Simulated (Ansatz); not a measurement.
# Ta: the cost of one run

Computed with Ansatz 0.2.0 (DFT PBE, scalar-relativistic, plane waves, PAW, unless a step's input says otherwise).

1 further run of the same task is left out (it didn't finish).

### 1 Starting point

It takes space group P6_3/mmc (No. 194, hexagonal). The conventional cell has a = 2.900 Å, b = 2.900 Å, c = 5.166 Å, α = 90.00°, β = 90.00°, γ = 120.00°. Ta (site symmetry -6m2) has 12 Ta at 2.90 to 3.08 Å as nearest neighbours.

Coordinates:

```
Ta
1.0
     2.90037    0.00000    0.00000
    -1.45019    2.51180    0.00000
     0.00000    0.00000    5.16627
Ta
2
Direct
  0.66667 0.33333 0.75000
  0.33333 0.66667 0.25000
```

The structure comes from the Materials Project (structure only).

### 2 A change within the space group

What differs from the listed cell: strain xx, yy, zz, yz, xz, xy = +6.1, +6.1, +0.1, +0.0, +0.0, +0.0 %.

input.yaml

```yaml
crystal:
  lattice:
    - [3.0786579439, 0.0, 0.0]
    - [-1.539328972, 2.666195989, 0.0]
    - [0.0, 0.0, 5.1738684228]
  atoms:
    - { symbol: Ta, position: [0.66666667, 0.33333333, 0.75] }
    - { symbol: Ta, position: [0.33333333, 0.66666667, 0.25] }
basis:
  ecutwfc: 420
kpoints:
  mp_grid: { grid: [18, 18, 8] }
hamiltonian:
  xc: pbe
scf:
  occupations: { method: gaussian, width: 0.1 }
output:
  forces: true
  stress: true
  eigenvalues: true
```

Started as:

```
> ansatz run input.yaml --threads 1 --pin off --max-ram 1331MiB --backend cpu --events-out ev --progress --plain --runs-dir out
```

Q: Estimate wall time and peak memory on 1 thread of an Arm CPU, shared host.

About 5.3 s, with a peak of 0.38 GiB.
